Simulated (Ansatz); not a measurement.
**Find the missing element**

Cell vectors (Å):

```
0.0000 2.1554 2.1554
2.1554 0.0000 2.1554
2.1554 2.1554 0.0000
```

```csv
atom,a,b,c
X,0.2500,0.2500,0.2500
X,0.7500,0.7500,0.7500
C,0.0000,0.0000,0.0000
```

All numbers below come from PBEsol, PAW on Ansatz 0.2.0's default frozen-core files (fitted under PBE), scalar-relativistic. k mesh 10×10×10, strains of ±0.008, fixed occupations.

Elastic constants of a crystal by Kohn-Sham DFT: slopes of the stress over finite engineering strains of the given cell, Voigt indices, Cartesian axes as in the cell vectors.

```
index  elastic (GPa)
   11          580.6
   12           18.4
   44          211.5
```

Task: All X atoms are one element. Which one was computed?

Result: Be; the crystal is Be2C (Fm-3m).

Limits of these numbers: frozen-core PAW files fitted under PBE, their cores solved anew for the functional of the run.
